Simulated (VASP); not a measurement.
**Ti: equation of state with PBE**

Ti:

```
Ti
1.0
     4.56737    0.00000    0.00000
    -2.28369    3.95546    0.00000
     0.00000    0.00000    2.82624
Ti
3
Direct
  0.66667 0.33333 0.50000
  0.33333 0.66667 0.50000
  0.00000 0.00000 0.00000
```

This isn't the form of Ti at room conditions, which is hcp.

| Item | Value |
| --- | --- |
| Program | VASP 6.6.1 |
| Task | equation of state |
| Functional | PBE |
| Potentials or basis | VASP PAW PBE potentials, release 64 (Ti_sv) |
| Cutoff | 520 eV |
| k mesh | 7 × 7 × 9 |
| Occupations | fermi-dirac, width 0.05 eV |
| Spin | no spin polarisation |

```json
{
 "Equilibrium volume": "17.11 Å³/atom",
 "Bulk modulus at fixed shape and positions": "112 GPa",
 "Pressure derivative of the bulk modulus": "3.6"
}
```

Energy against volume, from the lowest point:
```tsv
volume (Å³/atom)	energy (meV/atom)
15.999	27.88
16.339	12.94
16.679	3.82
17.020	0.00
17.360	1.02
17.701	6.45
18.041	15.91
```

All runs of the series together: 5.1 min on 1 thread of Intel(R) Xeon(R) Platinum 8559C (Emerald Rapids) (shared host).

Caveat: the cell was scaled at fixed shape and fractional positions, which overstates the stiffness of a crystal with free parameters, most of all of layers and chains.
